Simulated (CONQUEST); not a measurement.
Input of a CONQUEST 1.3 run:

Contents of Conquest_input:

```
IO.Title Pd
IO.Coordinates coords.dat
IO.FractionalAtomicCoords T
IO.Iprint 2
IO.Iprint_init 1
General.NumberOfSpecies 1
General.PseudopotentialType hamann
AtomMove.TypeOfRun static
AtomMove.FullStress T
Grid.GridCutoff 60
DM.SolutionMethod diagon
Diag.MPMesh T
Diag.GammaCentred T
Diag.MPMeshX 8
Diag.MPMeshY 8
Diag.MPMeshZ 6
Diag.kT 0.00183747
minE.SCTolerance 1e-6
SC.MaxIters 100
IO.AtomChargeOutput T
%block ChemicalSpeciesLabel
1 106.420 Pd
%endblock
```

Contents of coords.dat:

```
    5.2019751461     0.0000000000     0.0000000000
    0.0000000000     5.2019751461     0.0000000000
    0.0000000000     0.0000000000     7.3567038032
2
  0.0026770000  -0.0090040000  -0.0073670000 1 T T T
  0.5017820000   0.5072150000   0.4971110000 1 T T T
```

Potentials or basis: PseudoDojo NC PBE, DZP, grid cutoff 60 Ha.

Command:

```bash
$ OMP_NUM_THREADS=1 Conquest
```

(1) Predict the pressure.

(2) Predict the band gap on the k mesh.

## Answers

(1) 9.9 GPa.

(2) none (metal or under the smearing width).

Caveat: the basis of atomic orbitals isn't converged, which shifts pressures, moduli and gaps.
